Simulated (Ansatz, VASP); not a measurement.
# One calculation of Ge, two programs

File INCAR:

```
SYSTEM = Ge
ALGO = Normal
EDIFF = 1E-6
ENCUT = 520
GGA = CA
ISIF = 2
ISMEAR = -1
LASPH = .True.
LCHARG = .False.
LREAL = .False.
LWAVE = .False.
NBANDS = 36
NELM = 60
PREC = Accurate
SIGMA = 0.05
```

File KPOINTS:

```
k-points
0
Gamma
  8 8 3
  0 0 0
```

Contents of POSCAR:

```
Ge
1.0
    4.1037054460      0.0000000000      0.0000000000
   -2.0518527230      3.5539131659      0.0000000000
    0.0000000000      0.0000000000     11.1380250504
Ge
4
Direct
    0.6666666667      0.3333333333      0.4148480000
    0.3333333333      0.6666666667      0.9148480000
    0.0000000000      0.0000000000      0.4774520000
    0.0000000000      0.0000000000      0.9774520000
```

input.yaml

```yaml
crystal:
  lattice:
    - [4.103705446, 0.0, 0.0]
    - [-2.051852723, 3.5539131659, 0.0]
    - [0.0, 0.0, 11.1380250504]
  atoms:
    - { symbol: Ge, position: [0.6666666667, 0.3333333333, 0.414848] }
    - { symbol: Ge, position: [0.3333333333, 0.6666666667, 0.914848] }
    - { symbol: Ge, position: [0.0, 0.0, 0.477452] }
    - { symbol: Ge, position: [0.0, 0.0, 0.977452] }
kpoints:
  mp_grid: { grid: [8, 8, 3] }
scf:
  occupations: { method: fermi_dirac, width: 0.05 }
hamiltonian:
  xc: lda
  pseudopotentials: { kind: all_electron, lapw: { basis_error: 0.002 } }
output:
  forces: true
  stress: true
  eigenvalues: true
```

Change from the starting cell: volume scaled by 1.04.

Alike in both runs: task single point; functional LDA; k mesh 8 × 8 × 3; occupations fermi-dirac, width 0.05 eV; no spin polarisation.

```csv
,VASP,Ansatz
version,VASP 6.6.1,Ansatz 0.2.0
potentials or method,"VASP PAW LDA potentials, release 64 (Ge_d)","all-electron LAPW, scalar-relativistic"
plane-wave cutoff (eV),520,see its input
```

Ansatz gave:

| Property | Result |
| --- | --- |
| gap on the k mesh at the Fermi level (eV) | 0.34 |
| least direct gap on the mesh (eV) | 0.50 |
| pressure (GPa) | -3.3 |
| largest component of the traceless stress (GPa) | 2.26 |
| rms of the force components (eV/Å) | 0.205 |

Question: What did VASP give for the same quantities?

Answer: gap on the k mesh at the Fermi level (eV): 0.36; least direct gap on the mesh (eV): 0.51; pressure (GPa): -3.3; largest component of the traceless stress (GPa): 2.24; rms of the force components (eV/Å): 0.202.

Atom by atom the forces differ by 0.003 eV/Å (rms over components). Ansatz ran all-electron here, so the differences hold the error of VASP's frozen core and of both bases.

Caveats: an odd mesh through Γ misses points on the zone boundary, where band edges often lie.
